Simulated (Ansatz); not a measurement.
Runs of Ansatz 0.2.0 on SnO2 (Cassiterite). It takes space group P4_2/mnm (No. 136, tetragonal). Conventional cell: a = 4.738 Å, b = 4.738 Å, c = 3.187 Å, α = 90.00°, β = 90.00°, γ = 90.00°. Around Sn (site symmetry mmm) lie 6 O at 2.05 to 2.06 Å. Around O (site symmetry m2m) lie 3 Sn at 2.05 to 2.06 Å. 

```tsv
task	level	potentials or basis	cell	cutoff (eV)	V0 of scaled cells (Å³/atom)	B0 (GPa)
equation of state	PBE	Ansatz PAW accurate	as given	900	12.58	182
equation of state	PBEsol	PseudoDojo PBEsol	as given	1143	12.18	(a)
equation of state	RPBE+D4	Ansatz PAW	as given	420	12.35	188
equation of state	PBE	Ansatz PAW	as given	420	12.58	182
```

Alike in all rows: no spin polarisation; k mesh 6 × 6 × 8; smearing fermi-dirac 0.05 eV.

Fill in the values left out.

(a) 199.

Caveats: the cell was scaled at fixed shape and fractional positions, which overstates the stiffness of a crystal with free parameters, most of all of layers and chains; the potentials were made for another functional, which shifts forces and pressure (some runs).
